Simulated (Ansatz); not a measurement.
# MgS (Niningerite) (Fm-3m) in Ansatz: band structure with PBE0

Aim: the band structure of MgS (Niningerite) with PBE0.

All numbers are computed with Ansatz 0.2.0; they aren't measurements. Logs are shortened: lines on timing, memory, paths and dates and some standing lists are left out, and cuts for length are marked.

## Step 1: Starting point

The structure is cubic, space group Fm-3m (No. 225). The conventional cell has a = 5.203 Å, b = 5.203 Å, c = 5.203 Å, α = 90.00°, β = 90.00°, γ = 90.00°. S (site symmetry m-3m) is surrounded by 6 Mg at 2.60 Å. Mg (site symmetry m-3m) is surrounded by 6 S at 2.60 Å.

## Step 2: Band structure, PBE0

File input:

```
crystal:
  lattice:
    - [0.0, 2.60165, 2.60165]
    - [2.60165, 0.0, 2.60165]
    - [2.60165, 2.60165, 0.0]
  atoms:
    - { symbol: S, position: [0.5, 0.5, 0.5] }
    - { symbol: Mg, position: [0.0, 0.0, 0.0] }
hamiltonian:
  xc: pbe0
  pseudopotentials: { kind: paw }
kpoints:
  mp_grid: { grid: [5, 5, 5] }
  band_path:
    path:
      - [[0.0, 0.0, 0.0], [0.5, 0.0, 0.5], [0.5, 0.25, 0.75], [0.375, 0.375, 0.75], [0.0, 0.0, 0.0], [0.5, 0.5, 0.5], [0.625, 0.25, 0.625], [0.5, 0.25, 0.75], [0.5, 0.5, 0.5], [0.375, 0.375, 0.75]]
      - [[0.625, 0.25, 0.625], [0.5, 0.0, 0.5]]
    npoints: 4
scf:
  occupations: { method: fermi_dirac, width: 0.05 }
  n_extra_bands: 6
output:
  forces: true
  stress: true
  eigenvalues: true
  fatbands: false
  write_density: true
  write_potential: true
  elf: true
  volumetric_format: npy
```

Potentials or basis: Ansatz PAW.

The program printed:

```text
Warning: output.stress: scf.convergence.dr2_threshold = 1e-7 eV (the SCF's general default) is looser than the 2e-10 eV advised for a printed stress (1e-10 eV for each atom of the cell: 2). What an SCF threshold leaves in a stress goes as its square root, and in the free energy as the threshold itself, and one threshold admits the most on a small cell: of the crystals measured, under no hybrid functional and no lock of the moments, on runs that ended without the residual-converged pass, on stresses that held no estimate of that error, the worst erred by over 100 MPa in a component at 1e-7 eV an atom and by under 5 at 1e-10. Set scf.convergence.dr2_threshold to 2e-10 eV or tighter. The threshold is an SCF's pass mark: one that does not reach it within its budget of iterations ends unconverged, or closes short of it on a stop that the run arms, and scf.convergence.dr2_threshold's page says what that costs each kind of run
Warning: output.stress: scf.exx.energy_threshold = 1e-6 eV is looser than the 2e-8 eV advised for a stress under a hybrid functional (1e-8 eV for each atom of the cell: 2). Every SCF of the exchange loop can meet its threshold on dr2 while the loop round them stops early: no threshold on dr2 bounds what that leaves in the stress. Set scf.exx.energy_threshold to 2e-8 eV or tighter. The threshold is the loop's pass mark: a loop that does not reach it within its budget of cycles ends unconverged, and scf.exx.energy_threshold's page has the law
scf.n_extra_bands = 6 over 8 filled bands (N_el = 16.0): the run solves 14 bands
GPUs: using 1 of 1 available (devices: 1).
Engine: ansatz 0.2.0, x86_64-unknown-linux-gnu
Pseudopotentials: kind: paw
Pseudopotential: S, paw, valence charge 6, recommended cutoff 420 eV (normal), S.paw.azcp
Pseudopotential: Mg, paw, valence charge 10, recommended cutoff 420 eV (normal), Mg.paw.azcp
Functional definition: PBE0
  parameter a = 0.25
  parameter kappa = 0.804
  parameter beta = 0.06672455060314922
  exchange = (1 - a)*pbe_x(kappa = kappa, mu = beta*pi^2/3) + a*exact_x
  correlation = pbe_c(beta = beta)
device memory: the entry about to start is reckoned to put 0.4 GiB on a device that reports 50.9 GiB free (of which the cap on the GPU budget leaves the run 18.0 GiB)
GPU FFT provider: cuFFT
GPU libraries: cuBLAS 13.8.2, cuFFT 12.4.0, cuSOLVER 12.3.4
Crystal: 2 atoms, lattice volume = 35.219 Å³
Basis set: ecut = 420 eV, 701 PW (Γ), exchange–correlation on 50×50×50 points (8 copies of the dense FFT grid, shifted against one another)
Bands: 14, of which v1, the nominal top of the filled ones, is band 8 counted from 1 (7 counted from 0)
Symmetry: 48 space group operations
Space group: Fm-3m (ITA 225), of the structure as read, at distance tolerance 3.3e-5 Å
k-points: 10 of 125
Non-local potential: S, projectors of the file, l = 0: 2, l = 1: 2, l = 2: 2
Non-local potential: Mg, projectors of the file, l = 0: 3, l = 1: 2, l = 2: 1
PAW form: soft (Blöchl's): semilocal exchange-correlation on the pseudo side does not see the compensation charge
PAW frozen core: S, regenerated for the run's functional, and the local potential with it (the file was generated under x = pbe(κ = 0.804, μ = 0.2195149727645171), c = pbe(β = 0.06672455060314922))
PAW frozen core: Mg, regenerated for the run's functional, and the local potential with it (the file was generated under x = pbe(κ = 0.804, μ = 0.2195149727645171), c = pbe(β = 0.06672455060314922))
PAW one-centre angular grid: S, 110 points (default); XC on 64 Gauss nodes
PAW one-centre angular grid: Mg, 110 points (default); XC on 64 Gauss nodes
Initial density: superposition of atomic densities (neutral atoms: chi_scale 0, normalization atom), corrected by the library's trained network
Initial wavefunctions: pseudopotential atomic-orbital guess
GPU buffer pool allocated for 15625 grid points (all kernels)
GPU transforms: local potential and band sums: pruned to the plane-wave sphere, on 25×25×25
Functional: x = pbe(κ = 0.804, μ = 0.2195149727645171), c = pbe(β = 0.06672455060314922), warm-up for x = 0.75 pbe(κ = 0.804, μ = 0.2195149727645171) + 0.25 exact, c = pbe(β = 0.06672455060314922)
SCF iter   1: F=—  HF=-2828.733155 eV  |F-HF|=—  |Δ(HF+E_count)|=         —  Δρ=5.20e-4  dr2=1.27e-4  ethr=1.77e-3  ⟨swp⟩=2.9  Hψ=986  notcnv=0
preconditioner: auto → none  [insulator: Δε(μ)=3.185 eV  Ē_g=13.422 eV  σ=0.050 eV  W_gap=1.00  n_scr=8 (ndim 8)  ℏωp=17.7 eV  f_vac=0.000  D(μ)=0.00/eV (n_scr^D=0)]
iter 2 solved again at ethr=1.86e-8 eV; its pass at ethr=7.91e-7 eV (dr2=2.97e-6 eV) is discarded
SCF iter   2: F=-2828.732967 eV  HF=-2828.732938 eV  |F-HF|=2.89e-5  |Δ(HF+E_count)|=   2.17e-4  Δρ=1.38e-4  dr2=2.97e-6  ethr=1.86e-8  ⟨swp⟩=2.7  Hψ=533  notcnv=0
SCF 1 stopped early in 2 iterations: F = -2828.732967 eV  dr2 = 2.97e-6
device memory: the entry about to start is reckoned to put 1.0 GiB on a device that reports 50.9 GiB free (of which the cap on the GPU budget leaves the run 18.0 GiB)
GPU FFT provider: cuFFT
GPU libraries: cuBLAS 13.8.2, cuFFT 12.4.0, cuSOLVER 12.3.4
Initial density: handed on by an earlier stage of this run
Initial wavefunctions: those handed on with the density
GPU buffer pool allocated for 15625 grid points (all kernels)
GPU transforms: local potential and band sums: pruned to the plane-wave sphere, on 25×25×25
Functional: x = 0.75 pbe(κ = 0.804, μ = 0.2195149727645171) + 0.25 exact, c = pbe(β = 0.06672455060314922)
Exchange kernel: α = 0.2500, full range, Wigner–Seitz truncation, v(0) = 9311.8624 eV·Å³, q-mesh 5×5×5, nearest image of the exchange supercell L = 18.40 Å, pair-density grid 15×15×15, without the augmentation charges, whose exchange is taken in its separable form by FFT convolution over the k-point mesh (sized by the pseudopotential files, 24×24×24 at the most), smooth part of the exact exchange by density-matrix convolution in up to 888.5 MiB of GPU memory as planned if the GPU has room (build and FFT work areas not counted)
Frozen-core exchange: fock
SCF iter   1: F=—  HF=-2830.119580 eV  |F-HF|=—  |Δ(HF+E_count)|=         —  Δρ=3.95e-3  dr2=2.78e-3  ethr=1.86e-7  ⟨swp⟩=7.2  Hψ=738  notcnv=0
preconditioner: auto → none  [insulator: Δε(μ)=4.936 eV  Ē_g=15.943 eV  σ=0.050 eV  W_gap=1.00  n_scr=8 (ndim 8)  ℏωp=17.7 eV  f_vac=0.000  D(μ)=0.00/eV (n_scr^D=0)]
SCF iter   2: F=—  HF=-2830.118030 eV  |F-HF|=—  |Δ(HF+E_count)|=   1.55e-3  Δρ=1.52e-3  dr2=7.04e-4  ethr=1.86e-7  ⟨swp⟩=4.0  Hψ=335  notcnv=0
SCF iter   3: F=—  HF=-2830.117840 eV  |F-HF|=—  |Δ(HF+E_count)|=   1.89e-4  Δρ=1.68e-4  dr2=4.30e-4  ethr=1.86e-7  ⟨swp⟩=3.0  Hψ=300  notcnv=0
SCF iter   4: F=—  HF=-2830.121129 eV  |F-HF|=—  |Δ(HF+E_count)|=   3.29e-3  Δρ=4.33e-4  dr2=5.91e-5  ethr=3.89e-8  ⟨swp⟩=4.0  Hψ=488  notcnv=0
SCF iter   5: F=—  HF=-2830.121108 eV  |F-HF|=—  |Δ(HF+E_count)|=   2.13e-5  Δρ=7.60e-5  dr2=9.08e-6  ethr=3.89e-8  ⟨swp⟩=3.0  Hψ=304  notcnv=0
SCF iter   6: F=-2830.121154 eV  HF=-2830.121154 eV  |F-HF|=4.59e-7  |Δ(HF+E_count)|=   4.66e-5  Δρ=5.71e-5  dr2=1.49e-6  ethr=1.25e-8  ⟨swp⟩=3.1  Hψ=317  notcnv=0
SCF 2 stopped early in 6 iterations: F = -2830.121154 eV  dr2 = 1.49e-6
hybrid outer 1: dexx = +3.536e-3 eV, tail = 3.46e-5 eV
GPU FFT provider: cuFFT
GPU libraries: cuBLAS 13.8.2, cuFFT 12.4.0, cuSOLVER 12.3.4
GPU buffer pool allocated for 15625 grid points (all kernels)
GPU transforms: local potential and band sums: pruned to the plane-wave sphere, on 25×25×25
Exchange kernel: α = 0.2500, full range, Wigner–Seitz truncation, v(0) = 9311.8624 eV·Å³, q-mesh 5×5×5, nearest image of the exchange supercell L = 18.40 Å, pair-density grid 15×15×15, without the augmentation charges, whose exchange is taken in its separable form by FFT convolution over the k-point mesh (sized by the pseudopotential files, 24×24×24 at the most), smooth part of the exact exchange by density-matrix convolution in up to 888.5 MiB of GPU memory as planned if the GPU has room (build and FFT work areas not counted)
Frozen-core exchange: fock
SCF iter   1: F=—  HF=-2830.121141 eV  |F-HF|=—  |Δ(HF+E_count)|=         —  Δρ=3.91e-5  dr2=7.98e-7  ethr=1.08e-6  ⟨swp⟩=2.7  Hψ=287  notcnv=0
preconditioner: auto → none  [insulator: Δε(μ)=4.971 eV  Ē_g=15.949 eV  σ=0.050 eV  W_gap=1.00  n_scr=8 (ndim 8)  ℏωp=17.7 eV  f_vac=0.000  D(μ)=0.00/eV (n_scr^D=0)]
SCF iter   2: F=—  HF=-2830.121141 eV  |F-HF|=—  |Δ(HF+E_count)|=   2.79e-7  Δρ=1.00e-5  dr2=3.69e-8  ethr=4.73e-9  ⟨swp⟩=3.1  Hψ=301  notcnv=0
SCF iter   3: F=-2830.121141 eV  HF=-2830.121141 eV  |F-HF|=3.73e-9  |Δ(HF+E_count)|=   1.20e-7  Δρ=3.45e-6  dr2=2.31e-9  ethr=7.32e-11  ⟨swp⟩=4.3  Hψ=458  notcnv=0
SCF 3 converged in 3 iterations: F = -2830.121141 eV  dr2 = 2.31e-9
  Residual-converged pass: ⟨swp⟩=2.0  Hψ=195  notcnv=0  max |occ|·‖R‖ = 2.1e-6 eV (tolerance 2.4e-6 eV)  dr2=2.31e-9  dr2_onsite=2.31e-9  max |Δocc| = 0.0e0
hybrid outer 2: dexx = +1.368e-7 eV, tail = 2.19e-8 eV, Δε = 2.89e-3 eV (about 1.63e-4 eV left of the loop's levels)
device memory: the entry about to start is reckoned to put 0.3 GiB on a device that reports 56.5 GiB free (of which the cap on the GPU budget leaves the run 18.0 GiB)
NSCF: frozen V_eff on 42 k-points, pencils in batches of 32, up to order 64
hybrid SCF converged: 2 outer / 9 inner (+2 warm-up), last move |dexx| = 1.37e-7 eV, tail = 2.19e-8 eV
Stability not checked: this state was not tested for a lower state beside it, because the functional holds exact exchange (a hybrid, or Hartree-Fock), whose exchange loop this test does not read (fock_operator; see scf.lower_state_search)
Free energy (F): -2830.121141 eV
Frozen-core exchange: fock
Harris-Foulkes:  -2830.121141 eV  (|F-HF|=3.73e-9)
Internal energy: -2830.121141 eV  (E = F + TS)
E sigma→0 (E₀):  -2830.121141 eV
Fermi energy:    7.828952 eV
--- Per-component energies (eV) ---
  E_band       = -380.676829
  E_kinetic    = 185.256833
  E_local      = -1665.792206  (includes V_loc(G=0)·N_el)
  E_nonlocal   = 122.671806
  E_hartree    = 593.400474
  E_xc         = -98.537283
  E_vxc        = -98.391484  (∫ρ·V_xc dr)
  E_exx        = -69.633374  (= α·E_x^exact, valence–valence)
  E_paw        = -853.625381  (= ΣΔE_a)
  E_vpaw       = 28.042013  (= ΣTr[D̂ρ^β])
  E_aug_tail   = -0.000002  (compensation charges beyond the density's cutoff)
  E_ewald      = -1043.740020
  E_core_change = -0.121988  (= ΣΔE_core)
  E_smearing   = -0.000000  (= −TS)
  E_closure    = 0.000000  (closes the sum)
  Σ components = -2830.121141   (vs F -2830.121141, Δ=0.00e0)
--- Forces (eV/Å), atoms counted from 1 ---
  atom   1  S      0.00000000    -0.00000000    -0.00000000
  atom   2  Mg     0.00000000     0.00000000    -0.00000000
  max |Σ_I F_I| component: 3.75e-30 eV/Å
--- Stress (GPa, compression-positive) ---
       -0.322439       0.000000       0.000000
        0.000000      -0.322439      -0.000000
        0.000000      -0.000000      -0.322439
  P = ⅓ Tr σ = -0.3224 GPa (-3.224 kbar)
--- Band table (eV; the first three rows and the last of 10) ---
  k-point 0: bands = ["-74.3357", "-39.2329", "-39.2329", "-39.2329", "-8.6565", "5.3604", "5.3604", "5.3604", "10.8974", "15.1980", "15.1980", "15.1980", "17.7725", "17.7725"]
  k-point 1: bands = ["-74.3356", "-39.2354", "-39.2331", "-39.2331", "-8.2450", "3.0863", "5.1089", "5.1089", "12.1346", "15.1308", "15.4051", "15.4051", "17.1954", "17.1954"]
  k-point 2: bands = ["-74.3354", "-39.2395", "-39.2336", "-39.2336", "-7.3954", "0.4626", "4.7607", "4.7607", "11.7435", "14.3469", "14.3469", "17.6027", "19.1272", "20.2242"]
  k-point 9: bands = ["-74.3352", "-39.2384", "-39.2368", "-39.2350", "-6.9001", "1.2608", "2.3910", "3.4494", "12.3900", "14.2118", "14.8246", "17.3415", "20.3886", "21.2717"]
```

Wall time 65 s (1 × NVIDIA H100 80GB HBM3 with 2 threads of AMD EPYC 7R13 (Zen 3), shared host); peak memory 1.5 GiB.

What came out:

| Property | Result |
| --- | --- |
| Free energy | -2830.1211 eV |
| Pressure | -0.3 GPa |
| Band gap along the path | 4.53 eV, indirect (least direct gap 5.54 eV) |

Levels at the corners of the path, in eV from the valence-band top:
```
point  band 5  band 6  band 7  band 8  band 9  band 10  band 11  band 12
    Γ  -14.02    0.00    0.00    0.00    5.54     9.84     9.84     9.84
    X  -12.17   -4.64   -1.85   -1.85    4.53     6.06    14.29    15.02
    W  -12.12   -3.56   -3.56   -2.54    7.15     9.87     9.87    10.10
    K  -12.17   -4.08   -3.48   -1.50    5.69     8.58    11.83    12.19
    Γ  -14.02    0.00    0.00    0.00    5.54     9.84     9.84     9.84
    L  -12.57   -5.32   -0.65   -0.65    6.28     8.82     8.82    12.43
    U  -12.17   -4.08   -3.48   -1.50    5.69     8.58    11.83    12.19
    W  -12.12   -3.56   -3.56   -2.54    7.15     9.87     9.87    10.10
    L  -12.57   -5.32   -0.65   -0.65    6.28     8.82     8.82    12.43
    K  -12.17   -4.08   -3.48   -1.50    5.69     8.58    11.83    12.19
    U  -12.17   -4.08   -3.48   -1.50    5.69     8.58    11.83    12.19
    X  -12.17   -4.64   -1.85   -1.85    4.53     6.06    14.29    15.02
```

Caveat: the PAW data sets come from PBE, with cores solved anew for the run's functional, which leaves a small shift of forces and pressure; the thresholds are loose for stress.
